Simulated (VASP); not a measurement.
A run of VASP 6.6.1 is set up as follows.

Contents of INCAR:

```
SYSTEM = MgSe
ALGO = Normal ; EDIFF = 1E-7
ENCUT = 520 ; GGA = PE
ISIF = 2 ; ISMEAR = 0
LASPH = .True. ; LCHARG = .False.
LREAL = .False. ; LWAVE = .False.
NBANDS = 11 ; NELM = 100
PREC = Accurate ; SIGMA = 0.02
```

KPOINTS

```
k-points
0
Gamma
  8 8 8
  0 0 0
```

Contents of POSCAR:

```
MgSe
1.0
    0.0000000000      2.7544736754      2.7544736754
    2.7544736754      0.0000000000      2.7544736754
    2.7544736754      2.7544736754      0.0000000000
Mg Se
1 1
Direct
    0.0000000000      0.0000000000      0.0000000000
    0.5000000000      0.5000000000      0.5000000000
```

Potentials or basis: VASP PAW PBE potentials, release 64 (Mg, Se).

Run with:

```bash
$ cat potpaw_PBE.64/Mg/POTCAR potpaw_PBE.64/Se/POTCAR > POTCAR
$ mpirun -np 1 vasp_std > vasp.out
```

Problem. Estimate the pressure.

Solution. -0.1 GPa.

Problem. Estimate the band gap on the k mesh.

Solution. 1.75 eV, indirect (least direct gap 2.39 eV).

A k mesh can miss the band edges.
